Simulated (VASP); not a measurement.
Cu3Au (Auricupride):

```
Cu Au
1.0
     3.74000    0.00000    0.00000
     0.00000    3.74000    0.00000
     0.00000    0.00000    3.74000
Cu Au
3 1
Direct
  0.00000 0.50000 0.50000
  0.50000 0.00000 0.50000
  0.50000 0.50000 0.00000
  0.00000 0.00000 0.00000
```

```yaml
Program: VASP 6.6.1
Task: relaxation of cell and atoms
Functional: PBEsol
Potentials_or_basis: VASP PAW PBE potentials, release 64 (Cu, Au)
Cutoff: 600 eV
k_mesh: 12 × 12 × 12
Occupations: gaussian, width 0.1 eV
Spin: no spin polarisation
```

At the start: pressure -3.1 GPa; volume 13.08 Å³/atom.

Where does the relaxation end?

Over 5 steps the energy falls by 2.5 meV/atom and the volume is 12.82 Å³/atom (-2.0 %); space group Pm-3m (No. 221, to 0.05 Å).

The path:
| step | energy change (eV) | largest force (eV/Å) | pressure (GPa) | volume (Å³) |
| --- | --- | --- | --- | --- |
| 1 | 0.0000 | 0.0000 | -3.08 | 52.31 |
| 2 | -0.0018 | 0.0000 | 3.01 | 50.44 |
| 3 | -0.0099 | 0.0000 | -0.16 | 51.31 |
| 4 | -0.0099 | 0.0000 | 0.35 | 51.27 |
| 5 | -0.0099 | 0.0000 | -0.02 | 51.29 |

Final structure:
```cif
data_structure
_symmetry_space_group_name_H-M 'P 1'
_symmetry_Int_Tables_number 1
_cell_length_a 3.7155
_cell_length_b 3.7155
_cell_length_c 3.7155
_cell_angle_alpha 90.000
_cell_angle_beta 90.000
_cell_angle_gamma 90.000
_cell_volume 51.29
loop_
_atom_site_label
_atom_site_type_symbol
_atom_site_fract_x
_atom_site_fract_y
_atom_site_fract_z
_atom_site_occupancy
Cu1 Cu 0.00000 0.50000 0.50000 1
Cu2 Cu 0.50000 0.00000 0.50000 1
Cu3 Cu 0.50000 0.50000 0.00000 1
Au1 Au 0.00000 0.00000 0.00000 1
```

Caveat: the PAW data sets were made with another functional, which shifts forces and pressure a little.
